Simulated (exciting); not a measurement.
**O K-edge absorption of ZnO (zincite), all-electron BSE**

How far do the exchange and direct terms reshape the O K edge of ZnO (zincite)?

Program: exciting sodium. Level of theory: X-ray absorption, core-level Bethe-Salpeter equation, exchange and statically screened direct term, Tamm-Dancoff, all-electron LAPW+lo PBEsol. Results are calculated unless marked as measured.

## 1. Set-up

It takes space group P6_3mc (No. 186, hexagonal). Conventional cell: a = 3.249 Å, b = 3.249 Å, c = 5.206 Å, α = 90.00°, β = 90.00°, γ = 120.00°. Nearest to Zn lie 4 O at 1.97 to 1.98 Å. Nearest to O lie 4 Zn at 1.97 to 1.98 Å. Farther neighbours and most contacts between anions are not listed.

Coordinates:

```xyz
4
Lattice="3.2493 0.0000 0.0000 -1.6247 2.8140 0.0000 0.0000 0.0000 5.2057" Properties=species:S:1:pos:R:3 pbc="T T T"
Zn    1.6247    0.9380    0.0000
Zn    0.0000    1.8760    2.6029
O     0.0000    1.8760    4.5759
O     1.6247    0.9380    1.9730
```

Differences between curves are given as r.m.s. difference over r.m.s. height.

## 2. The self-consistent potential

The species files are the program's own, with muffin-tin radii set in the input.

Contents of input.xml:

```
<input>
  <title>ZnO</title>
  <structure speciespath="." autormt="false" epslat="1.0e-5">
    <crystal>
      <basevect>6.1403022134 0.0000000000 0.0000000000</basevect>
      <basevect>-3.0701511067 5.3176577037 0.0000000000</basevect>
      <basevect>0.0000000000 0.0000000000 9.8373642927</basevect>
    </crystal>
    <species speciesfile="Zn.xml" rmt="2.097">
      <atom coord="0.6666666667 0.3333333333 0.0000000000"/>
      <atom coord="0.3333333333 0.6666666667 0.5000000000"/>
    </species>
    <species speciesfile="O.xml" rmt="1.520">
      <atom coord="0.3333333333 0.6666666667 0.8790100000"/>
      <atom coord="0.6666666667 0.3333333333 0.3790100000"/>
    </species>
  </structure>
  <groundstate do="fromscratch" xctype="GGA_PBE_SOL" ngridk="5 5 3" rgkmax="7" gmaxvr="14" nempty="8" swidth="0.001" maxscl="100" epsengy="1e-5"/>
</input>
```

On the command line:

```console
> OMP_NUM_THREADS=1 mpirun -n 4 exciting
```

The program printed:

```text
EXCITING SODIUM started
********************************************************************************
* Ground-state run starting from atomic densities                              *
********************************************************************************
+ Starting initialization                                                      +
 Lattice vectors (cartesian) :
      6.1403022134      0.0000000000      0.0000000000
     -3.0701511067      5.3176577037      0.0000000000
      0.0000000000      0.0000000000      9.8373642927
 Reciprocal lattice vectors (cartesian) :
      1.0232697168      0.5907850465     -0.0000000000
      0.0000000000      1.1815700929      0.0000000000
      0.0000000000     -0.0000000000      0.6387061738
 Unit cell volume                           :     321.2098684408
 Brillouin zone volume                      :       0.7722372125
 Species :    1 (Zn)
     parameters loaded from                 :    Zn.xml
     name                                   :    zinc
     nuclear charge                         :     -30.00000000
     electronic charge                      :      30.00000000
     atomic mass                            :  119198.67800000
     muffin-tin radius                      :       2.09700000
     # of radial points in muffin-tin       :     350
     atomic positions (lattice) :
       1 :   0.00000000  0.00000000  0.00000000
       2 :   0.66666667  0.33333333  0.50000000
 Species :    2 (O)
     parameters loaded from                 :    O.xml
     name                                   :    oxygen
     nuclear charge                         :      -8.00000000
     electronic charge                      :       8.00000000
     atomic mass                            :   29165.12203000
     muffin-tin radius                      :       1.52000000
     # of radial points in muffin-tin       :     250
     atomic positions (lattice) :
       1 :   0.66666667  0.33333333  0.87901000
       2 :   0.00000000  0.00000000  0.37901000
 Total number of atoms per unit cell        :       4
 Spin treatment                             :    spin-unpolarised
 Number of Bravais lattice symmetries       :      24
 Number of crystal symmetries               :      12
 k-point grid                               :       5    5    3
 Total number of k-points                   :      15
 k-point set is reduced with crystal symmetries
 R^MT_min * |G+k|_max (rgkmax)              :       7.00000000
 Species with R^MT_min                      :       2 (O)
 Maximum |G+k| for APW functions            :       4.60526316
 Maximum |G| for potential and density      :      14.00000000
 G-vector grid sizes                        :      30    30    45
 Total number of G-vectors                  :   14917
 Maximum angular momentum used for
     APW functions                          :       8
     computing H and O matrix elements      :       8
     potential and density                  :       8
     inner part of muffin-tin               :       2
 Total nuclear charge                       :     -76.00000000
 Total electronic charge                    :      76.00000000
 Total core charge                          :      28.00000000
 Total valence charge                       :      48.00000000
 Number of empty states                     :       8
 Total number of valence states             :      33
 Maximum Hamiltonian size                   :     570
 Maximum number of plane-waves              :     538
 Total number of local-orbitals             :      32
 Exchange-correlation type                  :      22
     PBEsol, Phys. Rev. Lett. 100, 136406 (2008)
     Generalised gradient approximation (GGA)
 Smearing scheme                            :    Gaussian
 Smearing width                             :       0.00100000
 Using multisecant Broyden potential mixing
+ Ending initialization                                                        +
********************************************************************************
* Groundstate module started                                                   *
********************************************************************************
 Output level for this task is set to normal
+ Self-consistent loop started                                                 +
 Density and potential initialised from atomic data
+ SCF iteration number :    1                                                  +
 Total energy                               :     -3738.79416347
 _______________________________________________________________
 Fermi energy                               :         0.11739526
 Kinetic energy                             :      3806.75098465
 Coulomb energy                             :     -7387.97746091
 Exchange energy                            :      -153.61716715
 Correlation energy                         :        -3.95052007
 DOS at Fermi energy (states/Ha/cell)       :         0.00000000
 Electron charges :
     core                                   :        28.00000000
     core leakage                           :         0.00102315
     valence                                :        48.00000000
     interstitial                           :         4.84090071
     charge in muffin-tin spheres :
                  atom     1    Zn          :        28.16569968
                  atom     2    Zn          :        28.16569968
                  atom     3     O          :         7.41384997
                  atom     4     O          :         7.41384997
     total charge in muffin-tins            :        71.15909929
     total charge                           :        76.00000000
 Estimated fundamental gap                  :         0.05969525
        valence-band maximum at    1      0.0000  0.0000  0.0000
     conduction-band minimum at    1      0.0000  0.0000  0.0000
[... further iterations ...]
| Convergence targets achieved. Performing final SCF iteration                 +
 Total energy                               :     -3739.53981963
 _______________________________________________________________
 Fermi energy                               :         0.14947163
 Kinetic energy                             :      3804.39771053
 Coulomb energy                             :     -7386.81098880
 Exchange energy                            :      -153.16726997
 Correlation energy                         :        -3.95927139
 DOS at Fermi energy (states/Ha/cell)       :         0.00000000
 Electron charges :
     core                                   :        28.00000000
     core leakage                           :         0.00100707
     valence                                :        48.00000000
     interstitial                           :         5.46126001
     charge in muffin-tin spheres :
                  atom     1    Zn          :        28.38424813
                  atom     2    Zn          :        28.38424813
                  atom     3     O          :         6.88512187
                  atom     4     O          :         6.88512187
     total charge in muffin-tins            :        70.53873999
     total charge                           :        76.00000000
 Estimated fundamental gap                  :         0.02676882
        valence-band maximum at    1      0.0000  0.0000  0.0000
     conduction-band minimum at    1      0.0000  0.0000  0.0000
+ Self-consistent loop stopped                                                 +
 STATE.OUT is written
********************************************************************************
* Groundstate module stopped                                                   *
********************************************************************************
 Total time spent (seconds)                 :        64.40
| EXCITING SODIUM stopped                                                      =
```

It took 66 s on 4 MPI ranks of Arm Neoverse V2, shared host.

The mesh shows a gap of 0.73 eV. Core levels (Dirac, from the valence top):

```tsv
atom	level	energy (eV)
Zn	2s1/2	-1151.0
Zn	2p1/2	-1013.2
Zn	2p3/2	-989.4
Zn	3s1/2	-123.1
O	1s1/2	-503.2
```

## 3. A richer basis for the empty states

Each species file gets more local orbitals, built from u and its energy derivative at 0.15 Ha and u at 0.9 Ha.

input.xml is that of step 2.

Contents of SPECIES.xml, added lines:

```
<lo l="L">  <!-- L = 0, 1, 2 -->
  <wf matchingOrder="0" trialEnergy="0.1500" searchE="false"/>
  <wf matchingOrder="1" trialEnergy="0.1500" searchE="false"/>
  <wf matchingOrder="0" trialEnergy="0.9000" searchE="false"/>
</lo>
```

On the command line:

```console
> OMP_NUM_THREADS=1 mpirun -n 4 exciting
```

The program printed:

```text
EXCITING SODIUM started
********************************************************************************
* Ground-state run starting from atomic densities                              *
********************************************************************************
+ Starting initialization                                                      +
[... lattice and species ...]
 Spin treatment                             :    spin-unpolarised
 Number of Bravais lattice symmetries       :      24
[...]
valence-band maximum at    1      0.0000  0.0000  0.0000
     conduction-band minimum at    1      0.0000  0.0000  0.0000
+ Self-consistent loop stopped                                                 +
 STATE.OUT is written
********************************************************************************
* Groundstate module stopped                                                   *
********************************************************************************
 Total time spent (seconds)                 :        70.69
| EXCITING SODIUM stopped                                                      =
[key lines of the parts left out:]
Total energy                               :     -3739.54163639
Fermi energy                               :         0.15034217
```

It took 72 s on 4 MPI ranks.

Against the first ground state the total energy moves by -12 meV an atom and the gap by -0.01 eV.

(Continued in part 2 of 3.)

[Banner, clock and machine lines of the logs are left out without a mark of their own.]

[Logs are printed without paths, hosts, clocks, repeated set-up lines and the standing remarks that a program may print on its own settings, such as how far it seeks lower states.]

[Hosts, paths, dates, database ids (printed as entryN), source tags and the programs' standing remarks are cut or masked in the printed files.]
